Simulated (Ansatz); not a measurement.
Yb: one input, then a changed one

The cell was built from the bcc type and relaxed in the same program; it needn't be a known or the stable phase. The listed cell was then made from it by scaling, straining or moving an atom.

First run: DFT, PBE, all-electron LAPW, scalar-relativistic (Ansatz 0.2.0).

Command: `ansatz run input.yaml --threads 1 --pin off --max-ram 2048MiB --backend cpu --events-out ev --progress --plain --runs-dir out` The run took about 25 s on 1 thread of a shared machine.

```yaml
crystal:
  lattice:
    - [-2.0793297328, 2.0793297328, 2.0793297328]
    - [2.0793297328, -2.0793297328, 2.0793297328]
    - [2.0793297328, 2.0793297328, -2.0793297328]
  atoms:
    - { symbol: Yb, position: [0.0, 0.0, 0.0] }
kpoints:
  mp_grid: { grid: [15, 15, 15] }
scf:
  occupations: { method: fermi_dirac, width: 0.05 }
hamiltonian:
  xc: pbe
  pseudopotentials: { kind: all_electron, lapw: { basis_error: 0.0005 } }
output:
  forces: true
  stress: true
  eigenvalues: true
```

Result: converged; pressure -0.73 GPa; no gap on the k mesh; 18 SCF iterations.

Semilocal functionals without a Hubbard term describe localised f shells poorly; where the shell is localised, the real material differs.

No spin–orbit coupling, which matters for the heavy atoms here.

A second input differs as follows:

```diff
@@ -10,4 +10,6 @@
 scf:
   occupations: { method: fermi_dirac, width: 0.05 }
+  convergence: { dr2_threshold: 1.0e-20 }
+  max_iter: 50
 hamiltonian:
   xc: pbe
```

Problem. What is wrong with it, and what does the program do?

Solution. The fault is a threshold that can't be met. The run did not converge (50 SCF iterations). The log ends:
```
SCF iter  40: F=—  HF=-382543.169109 eV  |F-HF|=—  |Δ(HF+E_count)|=    0.00e0  Δρ=8.46e-9  dr2=2.93e-18  ethr=2.25e-12 (applied; sched 1.00e-12)  ⟨swp⟩=2.0  Hψ=7242  notcnv=0  recentre
SCF iter  41: F=—  HF=-382543.169109 eV  |F-HF|=—  |Δ(HF+E_count)|=  1.75e-10  Δρ=8.50e-9  dr2=4.56e-19  ethr=2.25e-12 (applied; sched 1.00e-12)  ⟨swp⟩=2.0  Hψ=7242  notcnv=0
SCF iter  42: F=—  HF=-382543.169109 eV  |F-HF|=—  |Δ(HF+E_count)|=  4.07e-10  Δρ=8.59e-9  dr2=6.83e-19  ethr=2.25e-12 (applied; sched 1.00e-12)  ⟨swp⟩=2.0  Hψ=7242  notcnv=0
SCF iter  43: F=—  HF=-382543.169109 eV  |F-HF|=—  |Δ(HF+E_count)|=  5.82e-11  Δρ=8.45e-9  dr2=1.90e-18  ethr=2.25e-12 (applied; sched 1.00e-12)  ⟨swp⟩=2.0  Hψ=7238  notcnv=0  recentre
SCF iter  44: F=—  HF=-382543.169109 eV  |F-HF|=—  |Δ(HF+E_count)|=  2.91e-10  Δρ=8.51e-9  dr2=2.03e-19  ethr=2.25e-12 (applied; sched 1.00e-12)  ⟨swp⟩=2.0  Hψ=7242  notcnv=0
SCF iter  45: F=—  HF=-382543.169109 eV  |F-HF|=—  |Δ(HF+E_count)|=  1.75e-10  Δρ=8.51e-9  dr2=1.68e-19  ethr=2.25e-12 (applied; sched 1.00e-12)  ⟨swp⟩=2.0  Hψ=7238  notcnv=0
SCF iter  46: F=—  HF=-382543.169109 eV  |F-HF|=—  |Δ(HF+E_count)|=  1.75e-10  Δρ=8.48e-9  dr2=1.77e-18  ethr=2.25e-12 (applied; sched 1.00e-12)  ⟨swp⟩=2.0  Hψ=7242  notcnv=0  recentre
SCF iter  47: F=—  HF=-382543.169109 eV  |F-HF|=—  |Δ(HF+E_count)|=  1.16e-10  Δρ=8.51e-9  dr2=1.69e-19  ethr=2.25e-12 (applied; sched 1.00e-12)  ⟨swp⟩=2.0  Hψ=7242  notcnv=0
SCF iter  48: F=—  HF=-382543.169109 eV  |F-HF|=—  |Δ(HF+E_count)|=  1.75e-10  Δρ=8.51e-9  dr2=1.04e-18  ethr=2.25e-12 (applied; sched 1.00e-12)  ⟨swp⟩=2.0  Hψ=7242  notcnv=0
SCF iter  49: F=—  HF=-382543.169109 eV  |F-HF|=—  |Δ(HF+E_count)|=  1.75e-10  Δρ=8.47e-9  dr2=1.73e-18  ethr=2.25e-12 (applied; sched 1.00e-12)  ⟨swp⟩=2.0  Hψ=7242  notcnv=0
SCF iter  50: F=—  HF=-382543.169109 eV  |F-HF|=—  |Δ(HF+E_count)|=  4.66e-10  Δρ=8.51e-9  dr2=5.58e-19  ethr=2.25e-12 (applied; sched 1.00e-12)  ⟨swp⟩=2.0  Hψ=7241  notcnv=0
Error: did not converge after 50 iterations: onsite_residual = 9.52e-19 (threshold 1.00e-20), under the density mixer `msr1`, which `scf.mixing.algorithm: auto` chose by the deck's other keys (type `scf.mixing.algorithm: msr1` to keep it); raise `scf.max_iter`, which need not help a stalled SCF, or adjust the mixing (`scf.mixing`) or, under a smearing, its width (`scf.occupations.width`, in either direction: another width is another result); this SCF holds its density and magnetisation to the symmetry operations that it keeps, and cannot end on a state that breaks one of them: if the state sought breaks one, re-run with `crystal.symmetry.detect: false`, without `crystal.symmetry.time_reversal: true`, on a non-collinear deck whose state breaks time reversal, with `crystal.symmetry.time_reversal: false` beside it (there exact exchange or a DFT+U term alone can polarise the run; a magnetic state wants starting moments), where the deck allows it (that run may end on another state, and need not converge either) — the other mixer that `auto` picks from is left to try (`scf.mixing.algorithm: broyden`); it can need more iterations, either can converge an SCF that the other leaves open, and the two can end on different states; the input reference at `scf.mixing.algorithm` says more, and from which start to try it
```
